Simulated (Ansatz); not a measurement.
## BaS (P6_3/mmc) at 2 levels of theory

One geometry, relaxed with PBE; plane waves with PAW potentials in Ansatz, scalar-relativistic. No spin polarisation. Gaps are the least over mesh and band path; pressure is positive in compression.

```yaml
crystal:
  lattice:
    - [5.38132, 0.00000, 0.00000]
    - [-2.69066, 4.66036, 0.00000]
    - [0.00000, 0.00000, 6.38418]
  atoms:
    - { symbol: Ba, position: [0.33333, 0.66667, 0.43655] }
    - { symbol: Ba, position: [0.66667, 0.33333, 0.93655] }
    - { symbol: S, position: [0.33333, 0.66667, 0.93658] }
    - { symbol: S, position: [0.66667, 0.33333, 0.43658] }
```

```tsv
level	cutoff (eV)	k mesh	gap (eV)	pressure (GPa)
PBE	420	6×6×4	2.56	0.0
```

Problem. What comes out on the same cell with r2SCAN?

Solution.
```json
{"level": "r2SCAN", "cutoff (eV)": "500", "k mesh": "6×6×4", "gap (eV)": "2.90", "pressure (GPa)": "0.0"}
```

Spin-orbit coupling matters for the bands of heavy elements and is left out.

The cell was found from a structure generator's guess, not taken from experiment.
